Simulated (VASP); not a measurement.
The input files of a VASP run:

INCAR:
```
ISIF=2   ! forces and stress, cell fixed
SYSTEM=CuInS2
LCHARG=T
LWAVE=F
ENCUT=400   ! plane-wave cut-off (eV)
ISMEAR=-5   ! tetrahedra, Bloechl
LMAXMIX=4
GGA=PS   ! PBEsol
LREAL=F   ! projection in real space or not
LASPH=T   ! aspherical one-centre terms
ALGO=Normal   ! blocked Davidson
NEDOS=601
PREC=Accurate
LORBIT=11
NELM=100   ! most electronic steps
LEFG=T
EDIFF=1E-7
```

### KPOINTS
```
K-points
0
gamma
  9 9 9
0 0 0
```

**POSCAR**
```
CuInS2
1
   -2.7434324970     2.7434324970     5.5133746196
    2.7434324970    -2.7434324970     5.5133746196
    2.7434324970     2.7434324970    -5.5133746196
In Cu S
2 2 4
Direct
  0.5000000000   0.5000000000   0.0000000000
  0.2500000000   0.7500000000   0.5000000000
  0.0000000000   0.0000000000   0.0000000000
  0.7500000000   0.2500000000   0.5000000000
  0.8750000000   0.9074171299   0.5324171299
  0.0925828701   0.6250000000   0.9675828701
  0.3750000000   0.3425828701   0.4675828701
  0.6574171299   0.1250000000   0.0324171299
```

POTCAR, in this order: In_d Cu S (PBE.64 set). Program: vasp_std.

Task: Write an equivalent input for Ansatz.

Result: One equivalent input (not run):
Ansatz 0.2 input:
```yaml
crystal:
  lattice:
    - [-2.7434325, 2.7434325, 5.5133746]
    - [2.7434325, -2.7434325, 5.5133746]
    - [2.7434325, 2.7434325, -5.5133746]
  atoms:
    - { symbol: In, position: [0.5000000, 0.5000000, 0.0000000] }
    - { symbol: In, position: [0.2500000, 0.7500000, 0.5000000] }
    - { symbol: Cu, position: [0.0000000, 0.0000000, 0.0000000] }
    - { symbol: Cu, position: [0.7500000, 0.2500000, 0.5000000] }
    - { symbol: S, position: [0.8750000, 0.9074171, 0.5324171] }
    - { symbol: S, position: [0.0925829, 0.6250000, 0.9675829] }
    - { symbol: S, position: [0.3750000, 0.3425829, 0.4675829] }
    - { symbol: S, position: [0.6574171, 0.1250000, 0.0324171] }
kpoints:
  mp_grid: { grid: [9, 9, 9] }
hamiltonian:
  xc: pbesol
  pseudopotentials: { kind: paw }
scf:
  occupations: { method: tetrahedron }
  max_iter: 100
output: { forces: true, stress: true, eigenvalues: true }
```
The two are equivalent in intent, not identical: each code has its own PAW files, so the cut-off isn't converted (ENCUT is set for VASP's; basis.ecutwfc is left out, and Ansatz then takes the one that its files recommend); Ansatz stops its SCF on the density residual and VASP on the energy change (EDIFF); the field gradients of LEFG aren't asked of the other code.

The compound is CuInS2 in the chalcopyrite structure. It was relaxed first.
